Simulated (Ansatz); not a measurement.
A first try at a phonon calculation by linear response of PbSe, space group Pm-3m, using Ansatz 0.2.0 through its Python package.

Script `dfpt.py`:
```python
'''Zone-centre and zone-boundary phonons of PbSe by linear response.'''

from pathlib import Path
import warnings

import ansatz as az
import numpy as np


def main() -> None:
    warnings.simplefilter('ignore', az.DeckWarning)

    vectors = np.array([
        [3.784322, 0.0, 0.0],
        [0.0, 3.784322, 0.0],
        [0.0, 0.0, 3.784322],
    ])
    structure = (
        az.Lattice.of(vectors)
        .atom('Pb', (0.0, 0.0, 0.0))
        .atom('Se', (0.5, 0.5, 0.5))
    )

    calc = structure.calculation()
    calc = calc.scf(max_iterations=60).eigensolver('davidson')
    calc = calc.occupations(az.OccupationsMethod.FIXED)
    calc = calc.functional('lda')
    calc = calc.kpoints(6, 6, 6)
    calc = calc.phonons('dfpt', points=[(0, 0, 0), (0.5, 0.5, 0.5)])
    res = calc.run(runs_dir='runs')
    ph = res.phonons

    for q in ph.qpoints:
        thz = np.asarray(q.omega_inv_cm) / 33.35641
        print('q = ({:.2f}, {:.2f}, {:.2f})'.format(*q.q_frac), np.round(thz, 2) + 0.0, 'THz')


if __name__ == '__main__':
    main()
```

```console
$ python dfpt.py
RunWarning: iter 1: σ=0 fill of 15 bands saw a band overlap (occupied 9.3484 eV > unoccupied 8.5022 eV) — on an unconverged iterate often a transient of an unconverged empty band; one that stands at the close is told there (band_overlap_at_count); if the run fails to converge, the spectrum is likely genuinely metallic at σ=0 — use a smearing of finite width or the tetrahedron method (which not every kind of run takes: see the entry of scf.occupations.method in the input reference), with at least one empty band (raise scf.n_extra_bands, or leave it out; where the count is already the smallest k-point's plane-wave count, raise basis.ecutwfc first)
RunWarning: the bands overlap at the fill by count (15 filled at each k-point of a channel): the highest filled level, 9.377097 eV at k-index 10, stands 0.8766 eV over the lowest empty one, 8.500459 eV at k-index 19, so that a fill of the lowest levels lies lower and no gap is reported. A metal, or a carrier in a host's bands, wants a smearing of finite width or the tetrahedron method (`scf.occupations.method`). A defect's level that its images broaden is meant whole, and this fill is then the right one; a shifted mesh or single k-points narrow the overlap
RunWarning: the bands of the NSCF response pass on 40 k-points overlap at the fill by count (15 filled at each k-point of a channel): the highest filled level, 9.377097 eV at k-index 14, stands 0.8766 eV over the lowest empty one, 8.500459 eV at k-index 39, so that a fill of the lowest levels lies lower and no gap is reported. A metal, or a carrier in a host's bands, wants a smearing of finite width or the tetrahedron method (`scf.occupations.method`). A defect's level that its images broaden is meant whole, and this fill is then the right one; a shifted mesh or single k-points narrow the overlap
Traceback (most recent call last):
  File "dfpt.py", line 39, in <module>
    main()
    ~~~~^^
  File "dfpt.py", line 30, in main
    res = calc.run(runs_dir='runs')
  ...
ansatz.StepError: the response at this wavevector couples the highest filled band at k = (0, 0, -0.5) + q (solve channel 0), 9.279984 eV, to an empty band under it a wavevector away, 9.172654 eV, and its solver takes only pairs whose filled levels lie under their empty ones. Fill the bands by a smearing (scf.occupations.method), at a wavevector that carries the k mesh onto itself
The harmonic force constants that this run solved are whole in runs/<run>/results/second_order_force_constants.tsv
The last result that the run could keep is in <dir> where next_state_free_energy_ev on a file's second line is a number, the run has left its state, where lower_state_in_no_save there is true it has gone on to a lower one that no save has, where lower_state_not_kept there is true it has shown a lower one that it does not keep, where withdrawn there is true it has taken that telling back, where relaxation_convergence_pending there is true the relaxation had not been seen to end on it, where checkpoint_pending there is true a resume need not go on from it, and where ended_on there is non_converged, with further_exchange_loops ahead (goes_on_to, as later_telling there has it, where it stands), the run gives no result, that one neither; one whose goes_on_to is unconverged_end is of a structure not shown to be relaxed.
$ echo $?
1
```
(Warnings from the package without file and line, repeats left out; library frames cut from the traceback.)

What is wrong, and how is it mended?

The fault: fixed occupations, though the bands overlap at this level of theory. The change:

```diff
--- before
+++ after
@@ -25,6 +25,6 @@
     calc = calc.scf(max_iterations=60).eigensolver('davidson')
-    calc = calc.occupations(az.OccupationsMethod.FIXED)
+    calc = calc.occupations('fermi_dirac', width=0.1)
     calc = calc.functional('lda')
     calc = calc.kpoints(6, 6, 6)
-    calc = calc.phonons('dfpt', points=[(0, 0, 0), (0.5, 0.5, 0.5)])
+    calc = calc.phonons('dfpt')
     res = calc.run(runs_dir='runs')
@@ -32,5 +32,4 @@
 
-    for q in ph.qpoints:
-        thz = np.asarray(q.omega_inv_cm) / 33.35641
-        print('q = ({:.2f}, {:.2f}, {:.2f})'.format(*q.q_frac), np.round(thz, 2) + 0.0, 'THz')
+    print('Gamma modes (1/cm):', ' '.join(f'{w:.1f}' for w in ph.gamma_omega_inv_cm))
+    print('in meV:', ' '.join(f'{w * 0.1239842:.2f}' for w in ph.gamma_omega_inv_cm))
```

The mended script runs so:

Output of `python dfpt.py`:
```text
Gamma modes (1/cm): -72.2 -72.2 -72.2 0.0 0.0 0.0
in meV: -8.96 -8.96 -8.96 0.00 0.00 0.00
```

Reading the output:
- These settings explore the input space; cutoff and mesh may be short of convergence.
- The cell isn't relaxed first, so the values belong to this volume.
- The mesh is modest for a metal, so energies can be off by several to tens of meV an atom and pressures by half a GPa or more; differences at equal mesh fare better.
- A negative frequency stands for an imaginary mode.
- Spin-orbit coupling, which matters for elements this heavy, is left out.
- No non-analytic term is added, so at the zone centre the longitudinal optical modes of a polar crystal aren't split off.
- The structure comes from a database of computed cells and needn't be a stable or known phase.
- The structure is taken as given; imaginary modes can come from an unrelaxed or unstable start.
- Finished in 16 s on 1 thread of Arm Neoverse V1, with other jobs on the host, peak memory 0.52 GiB.
